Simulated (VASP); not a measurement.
A VASP 6.6.1 single-point calculation on MgO

INCAR

```
NBANDS = 16
ENCUT = 520
NSW = 0
MAXMIX = 10
ISIF = 2
ISMEAR = -1
EDIFF = 1E-7
PREC = Accurate
NELM = 120
SIGMA = 0.02
LWAVE = .FALSE.
LCHARG = .FALSE.
GGA = PE
LREAL = .FALSE.
LASPH = .TRUE.
IBRION = -1
```

KPOINTS

```
KPOINTS created by Atomic Simulation Environment
0
Gamma
12 12 6
0 0 0
```

POSCAR

```
Mg O
 1.0000000000000000
     3.2882172281021651   -0.0000000000288675    0.0000000000000000
    -1.6441086140260825    2.8476796527125590    0.0000000000000000
     0.0000000000000000    0.0000000000000000    5.1350536003000000
 Mg  O
   2   2
Cartesian
  0.0000000000166669  1.8984531017987498 -0.0359928962978270
  1.6441086140594163  0.9492265508849412  2.5315339038521727
  0.0000000000166669  1.8984531017987498  1.9616379964103272
  1.6441086140594163  0.9492265508849412  4.5291647965603268
```

The recommended PBE PAW datasets give the neutral cell 16 valence electrons.

Command

```
mpirun -np 1 vasp_std
```

OSZICAR

```
N       E                     dE             d eps       ncg     rms          rms(c)
DAV:   1     0.618049471936E+02    0.61805E+02   -0.74518E+03  2432   0.879E+02
DAV:   2    -0.237107419775E+02   -0.85516E+02   -0.78857E+02  3288   0.197E+02
DAV:   3    -0.277938191893E+02   -0.40831E+01   -0.40721E+01  2808   0.447E+01
DAV:   4    -0.278110236020E+02   -0.17204E-01   -0.17204E-01  3008   0.341E+00
DAV:   5    -0.278111094597E+02   -0.85858E-04   -0.85858E-04  2864   0.231E-01    0.117E+01
DAV:   6    -0.235888353907E+02    0.42223E+01   -0.12444E+01  2440   0.262E+01    0.392E+00
DAV:   7    -0.235374206427E+02    0.51415E-01   -0.17589E-01  2464   0.335E+00    0.221E+00
DAV:   8    -0.235332035780E+02    0.42171E-02   -0.99022E-02  2568   0.342E+00    0.510E-01
DAV:   9    -0.235307345476E+02    0.24690E-02   -0.30957E-03  3048   0.511E-01    0.180E-01
DAV:  10    -0.235314976850E+02   -0.76314E-03   -0.16045E-03  2480   0.259E-01    0.294E-02
DAV:  11    -0.235315208823E+02   -0.23197E-04   -0.15879E-05  2864   0.270E-02    0.204E-02
DAV:  12    -0.235315213209E+02   -0.43861E-06   -0.98271E-06  2464   0.268E-02    0.190E-03
DAV:  13    -0.235315213253E+02   -0.44032E-08   -0.42309E-07  2896   0.459E-03
   1 F= -.23531521E+02 E0= -.23531521E+02  d E =-.359666E-12
```

From OUTCAR

```
k-points           NKPTS =     76   k-points in BZ     NKDIM =     76   number of bands    NBANDS=     16

   NELECT =      16.0000    total number of electrons

   dimension x,y,z NGX =    24 NGY =   24 NGZ =   40
   dimension x,y,z NGXF=    48 NGYF=   48 NGZF=   80

  energy-cutoff  :      520.00
  volume of cell :       48.08
      direct lattice vectors                 reciprocal lattice vectors
     3.288217228 -0.000000000  0.000000000     0.304116161  0.175581547  0.000000000
    -1.644108614  2.847679653  0.000000000     0.000000000  0.351163095  0.000000000
     0.000000000  0.000000000  5.135053600     0.000000000  0.000000000  0.194739934

 k-points in reciprocal lattice and weights: KPOINTS created by Atomic Simulation Env
   0.00000000  0.00000000  0.00000000       0.001
   0.08333333  0.00000000  0.00000000       0.007
   0.16666667  0.00000000  0.00000000       0.007
   0.25000000  0.00000000  0.00000000       0.007
   0.33333333  0.00000000  0.00000000       0.007
   0.41666667  0.00000000  0.00000000       0.007
   0.50000000  0.00000000  0.00000000       0.003
   0.08333333  0.08333333  0.00000000       0.007
   ...

 E-fermi :   1.3784

 k-point     1 :       0.0000    0.0000    0.0000
  band No.  band energies     occupation
      1     -15.1611      2.00000
      2     -14.4375      2.00000
      3      -2.2367      2.00000
      4       0.3770      2.00000
      5       0.3770      2.00000
      6       0.6552      2.00000
      7       0.6552      2.00000
      8       0.9135      2.00000
      9       4.4192      0.00000
     10       9.3965      0.00000
     11      11.0041      0.00000
     12      15.3006      0.00000
     13      15.3006      0.00000
     14      17.0840      0.00000
     15      17.5578      0.00000
     16      17.5578      0.00000

 k-point     2 :       0.0833    0.0000    0.0000
  band No.  band energies     occupation
      1     -15.1267      2.00000
      2     -14.4238      2.00000
      3      -2.1674      2.00000
      4       0.2005      2.00000
      5       0.3297      2.00000
      6       0.4170      2.00000
      7       0.6564      2.00000
      8       0.8950      2.00000
      9       4.7629      0.00000
     10       9.5997      0.00000
     11      10.9481      0.00000
     12      14.3371      0.00000
     13      15.4173      0.00000
     14      16.9973      0.00000
     15      17.5546      0.00000
     16      17.7256      0.00000

 k-point     3 :       0.1667    0.0000    0.0000
  band No.  band energies     occupation
      1     -15.0292      2.00000
      2     -14.3879      2.00000
      3      -1.9666      2.00000
      4      -0.3338      2.00000
      5      -0.0067      2.00000
      6       0.2165      2.00000
      7       0.6454      2.00000
      8       0.8339      2.00000
      9       5.5667      0.00000
     10      10.0276      0.00000
     11      10.8642      0.00000
     12      13.0259      0.00000
     13      15.7014      0.00000
     14      15.7083      0.00000
     15      16.5341      0.00000
     16      16.9545      0.00000

 ...

  Total        0.4902030      0.4902030      0.2239047      0.0000000      0.0000000      0.0000000
  in kB       16.3339008     16.3339008      7.4606603      0.0000000      0.0000000      0.0000000
  external PRESSURE =      13.3761540 kB  Pullay stress =       0.0000000 kB

 POSITION                                       TOTAL-FORCE (eV/Angst)
 -----------------------------------------------------------------------------------
      0.00000      1.89845      5.09906         0.000000     -0.000000     -0.008134
      1.64411      0.94923      2.53153        -0.000000      0.000000     -0.008134
      0.00000      1.89845      1.96164         0.000000     -0.000000      0.008134
      1.64411      0.94923      4.52916         0.000000      0.000000      0.008134
 -----------------------------------------------------------------------------------
    total drift:                               -0.000000     -0.000000     -0.001148

  FREE ENERGIE OF THE ION-ELECTRON SYSTEM (eV)
  ---------------------------------------------------
  free  energy   TOTEN  =       -23.5315213253 eV

  energy  without entropy=      -23.5315213253  energy(sigma->0) =      -23.53152133
```

It converged. Results: gap between bands v and c on the k mesh 3.51 eV; least direct gap on the k mesh 3.51 eV; pressure 1.3 GPa. Band v is the last that the valence electrons fill when counted band by band, and c is the next.

For comparison, a separate PBE run of the intended cell, on usual settings and not on those above, gives a gap of 3.51 eV on its mesh and a pressure of 1.3 GPa.

The run above took about 26 s on one core of a shared host (Intel Xeon Platinum 8488C) and held 0.19 GiB at most.
